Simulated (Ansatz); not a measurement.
Wires are cut from relaxed bulk Ti (Im-3m, not its usual structure, 17.25 Å³/atom, gap on the mesh 0.00 eV); atoms and period are relaxed, and energies count from that bulk.

Level of theory: Ansatz, DFT PBE, scalar-relativistic, plane waves, PAW.

Cutoff 420 eV, Gaussian smearing of 0.05 eV, energies at zero smearing, symmetry of each start kept, no spin polarisation.

```tsv
start	atoms	k mesh	excess energy (eV per host atom)	line energy (eV/Å)	period (Å)	gap on the mesh (eV)
[001] wire, 14 host atoms a period	14	1×1×17	0.828	4.005	2.893	0
[001] wire, 16 host atoms a period	16	1×1×17	0.759	4.110	2.953	0
```

Each run keeps its start's symmetry and one magnetic start, so lower states can exist.

Cost: 2 runs of about 19 core-minutes in all, on AMD EPYC 9R45 (Zen 5) (shared hosts).